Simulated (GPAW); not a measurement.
Crystal: TiNi.

```
CELL_PARAMETERS angstrom
2.73580 0.00000 0.00000
0.00000 2.73580 0.00000
0.00000 0.00000 3.58141
ATOMIC_POSITIONS crystal
Ni 0.00000 0.00000 0.00000
Ti 0.50000 0.50000 0.50000
```

The cell comes from a database or a generator and needn't be the stable form of this composition.

Base run:

- Program: GPAW 26.7.0
- Functional: PBEsol
- Potentials or basis: PAW data sets generated in the run's folder for this functional
- Cutoff: 600 eV
- Basis: pw
- k mesh: 7 × 7 × 6
- Occupations: fermi-dirac, width 0.05 eV
- Spin: collinear spin, ferromagnetic start
- Starting moments: [1.0, 1.0] μB

Its results: pressure -6.0 GPa; net moment 0.00 μB per cell.

Q: The run is repeated on the same cell with these changes: hubbard terms from none to Ni d U = 8 eV. What comes out?

A: Pressure 6.2 GPa; net moment 0.65 μB per cell; site moments Ni +0.94; Ti -0.14 μB.

Caveats: the stock nickel data set gives pressures a few GPa off other programs; the U is typed as a test and isn't derived for this compound (some runs).

Not every run made on this cell is shown here.
